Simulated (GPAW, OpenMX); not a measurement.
One calculation of AlNi, 3 ways

```
CELL_PARAMETERS angstrom
2.88100 0.00000 0.00000
0.00000 2.88100 0.00000
0.00000 0.00000 2.88100
ATOMIC_POSITIONS crystal
Ni 0.50000 0.50000 0.50000
Al 0.00000 0.00000 0.00000
```

Alike in all runs: task band structure; functional LDA; k mesh 7 × 7 × 7; occupations fermi-dirac, width 0.05 eV; collinear spin, ferromagnetic start; no spin-orbit coupling. LDA stands for any of its common fits. Pressure is positive in compression and, in plane waves, holds the error of the finite cutoff.

| program and potentials | plane-wave cutoff (eV) | notes | band gap (eV) | pressure (GPa) | net moment per atom (μB) |
| --- | --- | --- | --- | --- | --- |
| GPAW, PAW data sets generated for this functional | 600 | 9.5 valence electrons an atom on average; this data set often lies off other programs | no gap | -7.77 | 0.00 |
| OpenMX, OpenMX 2013 LDA set, Ni6.0H-s3p2d2, Al7.0-s2p2d1, grid cutoff 500 Ry | - | atomic basis; 10.5 valence electrons an atom on average | no gap | -7.34 | 0.00 |
| GPAW, the program's PAW data sets (release 1.2.1) made for this functional | 600 | 9.5 valence electrons an atom on average; this data set often lies off other programs | no gap | -7.77 | 0.00 |

None finds a gap. The pressure spans -7.77 (GPAW, PAW data sets generated for this functional) to -7.34 GPa (OpenMX, OpenMX 2013 LDA set, Ni6.0H-s3p2d2, Al7.0-s2p2d1, grid cutoff 500 Ry). All agree on the net moment per atom. The state is the one that the start led to, which needn't be the lowest. Rows in atomic bases carry the error of their basis and grid, which can be large.

Differences between rows come from potentials, basis sets and numerical settings, since the functional is the same but for its coding. Runs on potential files found faulty are left out.
